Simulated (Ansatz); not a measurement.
# The polar optical mode of AlN at 40 GPa, worked through

The calculation used DFT PBEsol, scalar-relativistic, plane waves, PAW in Ansatz 0.2.0. Plane waves to 420 eV; Γ-centred k mesh 10×10×10; fixed occupations. No spin polarisation. Phonons by linear response, acoustic sum rule imposed.

The cell, relaxed at 40 GPa:
```cif
data_structure
_symmetry_space_group_name_H-M 'F-43m'
_symmetry_Int_Tables_number 216
_cell_length_a 4.1645
_cell_length_b 4.1645
_cell_length_c 4.1645
_cell_angle_alpha 90.000
_cell_angle_beta 90.000
_cell_angle_gamma 90.000
_cell_volume 72.22
loop_
_atom_site_label
_atom_site_type_symbol
_atom_site_symmetry_multiplicity
_atom_site_Wyckoff_symbol
_atom_site_fract_x
_atom_site_fract_y
_atom_site_fract_z
_atom_site_occupancy
Al1 Al 4 a 0.00000 0.00000 0.00000 1
N1 N 4 c 0.25000 0.25000 0.25000 1
```

Other phases may be more stable at this pressure.

Linear response gives ν_TO = 797.4 cm⁻¹, Born charges ±2.529 e (positive on Al) and ε∞ = 4.431. The primitive cell holds 18.056 Å³, and the masses are 26.982 and 14.007 amu.

Question: Find ν_LO and the static dielectric constant.

Answer: The long-wave field adds a restoring force: ω_LO² − ω_TO² = Z*²e²/(ε_vac ε∞ μV). In these units ν_LO² − ν_TO² = 4.92064×10⁷ Z*²/(μ V ε∞) cm⁻², with μ = m₁m₂/(m₁ + m₂) = 9.220 amu: 426655 cm⁻². So ν_LO = √(797.4² + 426655) = 1030.8 cm⁻¹, and the run gives 1030.8. Lyddane–Sachs–Teller then gives ε0 = ε∞ (ν_LO/ν_TO)² = 7.40, against 7.40 in the run (it forms both from the same three quantities, so the match checks the arithmetic only). Between ν_TO and ν_LO the dielectric function is negative and an undamped crystal reflects fully: a reststrahlen band from 9.7 to 12.5 μm.

Question: What do the Clausius–Mossotti polarisability and the Szigeti charge come to?

Answer: With the Lorentz local field, α = (3V/4π)(ε∞ − 1)/(ε∞ + 2) = 2.30 Å³ for the pair, and e_S = 3Z*/(ε∞ + 2) = 1.18 e. The Born charge includes the electrons' response to the dipole's own local field, and e_S takes that enhancement out. The Lorentz field assumes point-like polarisable ions, a poor picture once ε∞ is this large, since the electron clouds then overlap or are shared, so both numbers are formal here.

Question: How strongly does a slow electron couple to the LO mode?

Answer: For one isotropic parabolic band, Fröhlich's constant is α_F = (1/ε∞ − 1/ε0) √(m* Ry/ħω_LO), with Ry = 13.606 eV, ħω_LO = 127.8 meV and m* in free-electron masses: α_F = 0.0906 × 10.32 × √m* = 0.93 √m*. The band mass isn't part of this run; for m* = 0.1, 0.3 and 1 it gives 0.30, 0.51, 0.93. In weak coupling the polaron lies α_F ħω_LO below the band edge (65 meV at m* = 0.3) with a mass m*(1 + α_F/6); past α_F of about 5 or 6 that expansion fails. A semilocal functional's ε∞ tends to be too large, which taken alone lowers α_F.

This zinc-blende form isn't the usual stable structure of the compound at low pressure.

Cost: 1 run of about 0.25 core-minutes, on Intel Xeon Platinum 8488C (Sapphire Rapids) (shared hosts).